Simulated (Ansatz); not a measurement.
**PbF2: squeezing one contact**

One table from this session's results is given with a row withheld; the runs are named, their logs left out.

Computed with Ansatz 0.2.0 (DFT, PBE, PAW with Ansatz's default frozen-core files, scalar-relativistic, unless a step's input says otherwise).

### Starting point

Symmetry: Fm-3m, No. 225, cubic system. The conventional cell has a = 5.916 Å, b = 5.916 Å, c = 5.916 Å, α = 90.00°, β = 90.00°, γ = 90.00°. Pb (site symmetry m-3m) has 8 F at 2.56 Å as nearest neighbours. F (site symmetry -43m) has 4 Pb at 2.56 Å as nearest neighbours.

Coordinates:

```cif
data_structure
_symmetry_space_group_name_H-M 'P 1'
_symmetry_Int_Tables_number 1
_cell_length_a 4.1832
_cell_length_b 4.1832
_cell_length_c 4.1832
_cell_angle_alpha 60.000
_cell_angle_beta 60.000
_cell_angle_gamma 60.000
_cell_volume 51.76
loop_
_atom_site_label
_atom_site_type_symbol
_atom_site_fract_x
_atom_site_fract_y
_atom_site_fract_z
_atom_site_occupancy
Pb1 Pb 0.00000 0.00000 0.00000 1
F1 F 0.75000 0.75000 0.75000 1
F2 F 0.25000 0.25000 0.25000 1
```

Atoms are numbered in the order of the input: Pb1, F2, F3.

Set-up of the first run:

Input file input.yaml:

```yaml
crystal:
  lattice:
    - [0.0, 2.9579484323, 2.9579484323]
    - [2.9579484323, 0.0, 2.9579484323]
    - [2.9579484323, 2.9579484323, 0.0]
  atoms:
    - { symbol: Pb, position: [0.0, 0.0, 0.0] }
    - { symbol: F, position: [0.75, 0.75, 0.75] }
    - { symbol: F, position: [0.25, 0.25, 0.25] }
kpoints:
  mp_grid: { grid: [7, 7, 7] }
scf:
  occupations: { method: fermi_dirac, width: 0.03 }
hamiltonian:
  xc: pbe
  pseudopotentials: { kind: paw }
output:
  forces: true
  stress: true
  eigenvalues: true
  efg: { contact_densities: true }
  populations: true
  write_density: true
  write_potential: true
  elf: true
  volumetric_format: npy
```

Run with:

```bash
$ ansatz run input.yaml --threads 1 --pin off --max-ram 3072MiB --backend cpu --events-out ev --progress --plain --runs-dir out
```

Among the steps run: Shortest bond scaled by 1, PAW; Shortest bond scaled by 1.1, PAW; Shortest bond scaled by 0.88, PAW; Shortest bond scaled by 0.7, PAW; Shortest bond scaled by 0.64, PAW; Shortest bond scaled by 0.64, PAW (partial_waves polarizable).

One of the session's tables, all rows but one given; the rest of the session is left out.

| method | length (Å) | F from the given length (eV/cell) | force along the bond (eV/Å) | pressure (GPa) | gap on the k mesh (eV) | largest force (eV/Å) |
| --- | --- | --- | --- | --- | --- | --- |
| PAW | 1.639 | 4.394 | 22.485 | 45.52 | 3.82 | 22.671 |
| PAW | 1.793 | ? | ? | ? | ? | ? |
| PAW | 2.254 | 0.107 | 0.877 | 5.12 | 4.33 | 0.974 |
| PAW | 2.562 | 0.000 | 0.000 | 3.15 | 4.46 | 0.000 |
| PAW | 2.818 | 0.042 | -0.309 | 3.98 | 4.45 | 0.335 |
| PAW (partial_waves polarizable) | 1.639 | – | 22.466 | 45.50 | 3.82 | 22.652 |

Estimate the missing values for PAW, 1.793.

**Answer.** F from the given length (eV/cell): 1.954; force along the bond (eV/Å): 10.593; pressure (GPa): 25.98; gap on the k mesh (eV): 4.05; largest force (eV/Å): 10.786.

Limits of these values: Warnings in the runs' records: gradients without spin orbit.
